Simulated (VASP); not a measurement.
# La (Im-3m) in VASP: notebook, part 2 of 2

VASP 6.6.1. The steps go on from the part before.

## 4. Relaxation of the atoms, LDA (volume scaled by 1.08)

Contents of INCAR:

```
PREC = Accurate ; ENCUT = 520
EDIFF = 1E-6 ; ISMEAR = 0
SIGMA = 0.05 ; LREAL = F
LASPH = T ; NELM = 60
ALGO = Normal ; ISIF = 2
LWAVE = F ; LCHARG = F
IBRION = 2 ; NSW = 60
EDIFFG = -0.01
```

Contents of La.cif:

```cif
data_La
_cell_length_a 4.35804006
_cell_length_b 4.35804006
_cell_length_c 4.35804006
_cell_angle_alpha 90.00000000
_cell_angle_beta 90.00000000
_cell_angle_gamma 90.00000000
_space_group_name_H-M_alt 'Im-3m'
_space_group_name_Hall '-I 4 2 3'
_space_group_IT_number 229
loop_
_space_group_symop_operation_xyz
'x,y,z'
'-x,-y,-z'
'-y,x,z'
'y,-x,-z'
'-x,-y,z'
'x,y,-z'
'y,-x,z'
'-y,x,-z'
'x,-y,-z'
'-x,y,z'
'-y,-x,-z'
'y,x,z'
'-x,y,-z'
'x,-y,z'
'y,x,-z'
'-y,-x,z'
'z,x,y'
'-z,-x,-y'
'z,-y,x'
'-z,y,-x'
'z,-x,-y'
'-z,x,y'
'z,y,-x'
'-z,-y,x'
'-z,x,-y'
'z,-x,y'
'-z,-y,-x'
'z,y,x'
'-z,-x,y'
'z,x,-y'
'-z,y,x'
'z,-y,-x'
'y,z,x'
'-y,-z,-x'
'x,z,-y'
'-x,-z,y'
'-y,z,-x'
'y,-z,x'
'-x,z,y'
'x,-z,-y'
'-y,-z,x'
'y,z,-x'
'-x,-z,-y'
'x,z,y'
'y,-z,-x'
'-y,z,x'
'x,-z,y'
'-x,z,-y'
'x+1/2,y+1/2,z+1/2'
'-x+1/2,-y+1/2,-z+1/2'
'-y+1/2,x+1/2,z+1/2'
'y+1/2,-x+1/2,-z+1/2'
'-x+1/2,-y+1/2,z+1/2'
'x+1/2,y+1/2,-z+1/2'
'y+1/2,-x+1/2,z+1/2'
'-y+1/2,x+1/2,-z+1/2'
'x+1/2,-y+1/2,-z+1/2'
'-x+1/2,y+1/2,z+1/2'
'-y+1/2,-x+1/2,-z+1/2'
'y+1/2,x+1/2,z+1/2'
'-x+1/2,y+1/2,-z+1/2'
'x+1/2,-y+1/2,z+1/2'
'y+1/2,x+1/2,-z+1/2'
'-y+1/2,-x+1/2,z+1/2'
'z+1/2,x+1/2,y+1/2'
'-z+1/2,-x+1/2,-y+1/2'
'z+1/2,-y+1/2,x+1/2'
'-z+1/2,y+1/2,-x+1/2'
'z+1/2,-x+1/2,-y+1/2'
'-z+1/2,x+1/2,y+1/2'
'z+1/2,y+1/2,-x+1/2'
'-z+1/2,-y+1/2,x+1/2'
'-z+1/2,x+1/2,-y+1/2'
'z+1/2,-x+1/2,y+1/2'
'-z+1/2,-y+1/2,-x+1/2'
'z+1/2,y+1/2,x+1/2'
'-z+1/2,-x+1/2,y+1/2'
'z+1/2,x+1/2,-y+1/2'
'-z+1/2,y+1/2,x+1/2'
'z+1/2,-y+1/2,-x+1/2'
'y+1/2,z+1/2,x+1/2'
'-y+1/2,-z+1/2,-x+1/2'
'x+1/2,z+1/2,-y+1/2'
'-x+1/2,-z+1/2,y+1/2'
'-y+1/2,z+1/2,-x+1/2'
'y+1/2,-z+1/2,x+1/2'
'-x+1/2,z+1/2,y+1/2'
'x+1/2,-z+1/2,-y+1/2'
'-y+1/2,-z+1/2,x+1/2'
'y+1/2,z+1/2,-x+1/2'
'-x+1/2,-z+1/2,-y+1/2'
'x+1/2,z+1/2,y+1/2'
'y+1/2,-z+1/2,-x+1/2'
'-y+1/2,z+1/2,x+1/2'
'x+1/2,-z+1/2,y+1/2'
'-x+1/2,z+1/2,-y+1/2'
loop_
_atom_site_label
_atom_site_type_symbol
_atom_site_symmetry_multiplicity
_atom_site_Wyckoff_symbol
_atom_site_fract_x
_atom_site_fract_y
_atom_site_fract_z
_atom_site_occupancy
La1 La 2 a 0.0000000000 0.0000000000 0.0000000000 1
```

Contents of KPOINTS:

```
regular mesh
0
Gamma
  6 6 6
```

Contents of POSCAR:

```
La
 1.0000000000000000
     4.3580400600000004    0.0000000000000000    0.0000000000000000
     0.0000000000000000    4.3580400600000004    0.0000000000000000
     0.0000000000000000    0.0000000000000000    4.3580400600000004
 La 
   2
Cartesian
  0.0000000000000000  0.0000000000000000  0.0000000000000000
  2.1790200300000002  2.1790200300000002  2.1790200300000002
```

Potentials or basis: VASP PAW LDA potentials, release 64 (La).

Started as:

```sh
> ase convert -i cif -o vasp La.cif POSCAR
> cat potpaw_LDA.64/La/POTCAR > POTCAR
> mpirun -np 1 vasp_std > vasp.out
```

OUTCAR:

```text
PREC = Accurate
   ENCUT = 520
   EDIFF = 1E-6
   ISMEAR = 0
   LREAL = F
   LASPH = T
   NELM = 60
   ISIF = 2
   IBRION = 2
   NSW = 60
   EDIFFG = -0.01

 ion  position               nearest neighbor table
   1  0.000  0.000  0.000-
   2  0.500  0.500  0.500-

  LATTYP: Found a simple cubic cell.
 ALAT       =     4.3580400600

  Lattice vectors:

 A1 = (   4.3580400600,   0.0000000000,   0.0000000000)
[... 559 lines left out ...]
------------------------ aborting loop because EDIFF is reached ----------------------------------------

  FORCE on cell =-STRESS in cart. coord.  units (eV):
  Direction    XX          YY          ZZ          XY          YZ          ZX
  --------------------------------------------------------------------------------------
  -------------------------------------------------------------------------------------
  Total       -2.6183823     -2.6183823     -2.6183823     -0.0000000      0.0000000      0.0000000
  in kB      -50.6838951    -50.6838951    -50.6838951     -0.0000000      0.0000000      0.0000000
  external PRESSURE =     -50.6838951 kB  Pullay stress =       0.0000000 kB

 VOLUME and BASIS-vectors are now :
 -----------------------------------------------------------------------------
  energy-cutoff  :      520.00
  volume of cell :       82.77
      direct lattice vectors                 reciprocal lattice vectors
     4.358040060  0.000000000  0.000000000     0.229460947  0.000000000  0.000000000
     0.000000000  4.358040060  0.000000000     0.000000000  0.229460947  0.000000000
     0.000000000  0.000000000  4.358040060     0.000000000  0.000000000  0.229460947

 POSITION                                       TOTAL-FORCE (eV/Angst)
 -----------------------------------------------------------------------------------
      0.00000      0.00000      0.00000         0.000000     -0.000000      0.000000
      2.17902      2.17902      2.17902        -0.000000      0.000000     -0.000000
 -----------------------------------------------------------------------------------
    total drift:                                0.000000      0.000000     -0.000000

  FREE ENERGIE OF THE ION-ELECTRON SYSTEM (eV)
  ---------------------------------------------------
  free  energy   TOTEN  =       -10.5703775973 eV

  energy  without entropy=      -10.5592736918  energy(sigma->0) =      -10.56482564

 reached required accuracy - stopping structural energy minimisation
```

OSZICAR:

```text
N       E                     dE             d eps       ncg     rms          rms(c)
DAV:   1     0.244161553757E+03    0.24416E+03   -0.79866E+03   600   0.197E+03
DAV:   2     0.298349647913E+02   -0.21433E+03   -0.21273E+03   904   0.328E+02
DAV:   3    -0.614456119973E+01   -0.35980E+02   -0.35509E+02   990   0.149E+02
DAV:   4    -0.101883119265E+02   -0.40438E+01   -0.38469E+01  1184   0.582E+01
DAV:   5    -0.105536940921E+02   -0.36538E+00   -0.34985E+00  1000   0.142E+01    0.283E+00
DAV:   6    -0.105814213217E+02   -0.27727E-01   -0.50341E-01  1192   0.587E+00    0.141E+00
DAV:   7    -0.105717360637E+02    0.96853E-02   -0.32577E-02  1088   0.167E+00    0.439E-01
DAV:   8    -0.105703152089E+02    0.14209E-02   -0.32282E-03  1184   0.537E-01    0.369E-02
DAV:   9    -0.105703586357E+02   -0.43427E-04   -0.40147E-04  1152   0.162E-01    0.320E-02
DAV:  10    -0.105703798326E+02   -0.21197E-04   -0.68812E-05  1200   0.617E-02    0.169E-02
DAV:  11    -0.105703776543E+02    0.21782E-05   -0.14782E-05  1024   0.402E-02    0.300E-03
DAV:  12    -0.105703775973E+02    0.57020E-07   -0.40221E-07   692   0.104E-02
   1 F= -.10570378E+02 E0= -.10564826E+02  d E =-.105704E+02
```

It took 11 s on 1 thread of AMD EPYC 9R45 (Zen 5), shared host; peak memory 0.14 GiB.

What came out:

```yaml
Free_energy: -10.5704 eV
Pressure_after_relaxing: -5.1 GPa
Band_gap_on_the_k_mesh: none (metal or under the smearing width)
```

Final structure:
```
La
1.0
     4.35804    0.00000    0.00000
     0.00000    4.35804    0.00000
     0.00000    0.00000    4.35804
La
2
Direct
  0.00000 0.00000 0.00000
  0.50000 0.50000 0.50000
```

Levels at points of the mesh, in eV from the Fermi level:
```
           k point  band 8  band 9  band 10  band 11  band 12  band 13  band 14  band 15
(0.00, 0.00, 0.00)  -16.11   -3.25    -1.58    -1.58     1.15     1.15     1.15     1.24
(0.50, 0.00, 0.00)  -16.46   -0.86    -0.86    -0.20    -0.20     0.96     0.96     0.96
(0.50, 0.50, 0.00)  -16.13   -1.68    -1.68    -0.14    -0.14     1.16     1.16     1.21
(0.50, 0.50, 0.50)  -16.64    0.29     0.29     0.29     0.29     0.29     0.29     1.33
```

Caveat: the relaxation stopped at its first step, so nothing moved. The run has no spin-orbit coupling, so splittings on La are missing.

## 5. Relaxation of cell and atoms, LDA+U

Contents of run.py:

```python
from ase.calculators.vasp import Vasp
from ase.filters import FrechetCellFilter
from ase.optimize import BFGSLineSearch
from ase.spacegroup import crystal

atoms = crystal(
    ['La'],
    basis=[[0.0, 0.0, 0.0]],
    spacegroup=229,
    setting=1,
    cellpar=[4.24766214, 4.24766214, 4.24766214, 90.0, 90.0, 90.0],
    primitive_cell=True,
)
calc = Vasp(
    directory='calc',
    xc='lda',
    pp='LDA',
    setups='recommended',
    prec='Accurate',
    encut=600,
    ediff=1e-07,
    ismear=-1,
    sigma=0.1,
    lreal=False,
    lasph=True,
    nelm=60,
    algo='Normal',
    isif=2,
    lwave=False,
    lcharg=False,
    lmaxmix=6,
    ldautype=2,
    ldauprint=1,
    ldau_luj={'La': {'L': 3, 'U': 7, 'J': 0}},
    kpts=[9, 9, 9],
    gamma=True,
)
atoms.calc = calc
opt = BFGSLineSearch(FrechetCellFilter(atoms), trajectory='relax.traj')
converged = opt.run(fmax=0.01, steps=40)
print('converged:', converged)

print('energy (eV):', atoms.get_potential_energy())
print('free energy (eV):', atoms.get_potential_energy(force_consistent=True))
print('forces (eV/A):')
print(atoms.get_forces())
print('stress (eV/A^3, Voigt):', atoms.get_stress())
print('Fermi level (eV):', calc.get_fermi_level())
print('cell (A, degrees):', atoms.cell.cellpar())
print('volume (A^3):', atoms.get_volume())
print('scaled positions:')
print(atoms.get_scaled_positions())
```

Started as:

```sh
> python run.py
```

Run time: 57 s. Hardware: 1 thread of Intel Xeon Platinum 8488C (Sapphire Rapids), shared host; peak memory 0.16 GiB.

Results (log left out):

| Quantity | Value |
| --- | --- |
| Free energy | -5.2992 eV |
| Relaxed volume | 35.05 Å³/atom |
| Relaxed cell | a = 3.571 Å, b = 3.571 Å, c = 3.571 Å, α = 109.47°, β = 109.47°, γ = 109.47° |
| Space group after relaxing (to 0.05 Å) | Im-3m (No. 229) |
| Energy gained by relaxing | 31.0 meV/atom |
| Ionic steps | 2 |
| Pressure after relaxing | 0.0 GPa |
| Band gap on the k mesh | none (metal or under the smearing width) |

The path:
| step | energy change (eV) | largest force (eV/Å) | pressure (GPa) | volume (Å³) |
| --- | --- | --- | --- | --- |
| 1 | 0.0000 | 0.0000 | -2.59 | 38.32 |
| 2 | -0.0310 | 0.0000 | -0.04 | 35.05 |

Final structure:
```cif
data_structure
_symmetry_space_group_name_H-M 'P 1'
_symmetry_Int_Tables_number 1
_cell_length_a 3.5707
_cell_length_b 3.5707
_cell_length_c 3.5707
_cell_angle_alpha 109.471
_cell_angle_beta 109.471
_cell_angle_gamma 109.471
_cell_volume 35.05
loop_
_atom_site_label
_atom_site_type_symbol
_atom_site_fract_x
_atom_site_fract_y
_atom_site_fract_z
_atom_site_occupancy
La1 La 0.00000 0.00000 0.00000 1
```

Levels at points of the mesh, in eV from the Fermi level:
| k point | band 1 | band 2 | band 3 | band 4 | band 5 | band 6 | band 7 | band 8 | band 9 |
| --- | --- | --- | --- | --- | --- | --- | --- | --- | --- |
| (0.00, 0.00, 0.00) | -32.93 | -15.75 | -15.75 | -15.75 | -3.23 | 1.41 | 1.41 | 1.41 | 3.85 |

Eigenvalues of the final occupation matrices:
```csv
site,spin,trace,eigenvalues
site 1 f,1,0.01,0.00 0.00 0.00 0.00 0.00 0.00 0.00
site 1 f,2,0.01,0.00 0.00 0.00 0.00 0.00 0.00 0.00
```

Caveat: U without spin polarisation on a metal has little footing; the U is typed as a test and isn't derived for this compound. The run has no spin-orbit coupling, so splittings on La are missing.

## 6. The runs side by side

| task | level | potentials or basis | U | cell | k mesh | cutoff (eV) | smearing | optimiser | gap on the mesh (eV) | pressure (GPa) |
| --- | --- | --- | --- | --- | --- | --- | --- | --- | --- | --- |
| single point | PBEsol | VASP PAW PBE potentials, release 64 (La_GW) | - | as given | 9 × 9 × 9 | 550 | gaussian 0.05 eV | - | none | -2.7 |
| relaxation of the atoms | LDA | VASP PAW LDA potentials, release 64 (La) | - | atoms relaxed from: volume scaled by 1.08 | 6 × 6 × 6 | 520 | gaussian 0.05 eV | - | none | -5.1 |
| relaxation of cell and atoms | LDA+U | VASP PAW LDA potentials, release 64 (La) | La f U = 7 eV | relaxed | 9 × 9 × 9 | 600 | fermi-dirac 0.1 eV | BFGSLineSearch | none | 0.0 |

Alike in all rows: no spin polarisation.

Caveats: the PAW data sets were made with another functional, which shifts forces and pressure a little (some runs); the relaxation stopped at its first step, so nothing moved (some runs); U without spin polarisation on a metal has little footing (some runs); the U is typed as a test and isn't derived for this compound (some runs).

Absolute energies hang on the potentials; compare differences alone.
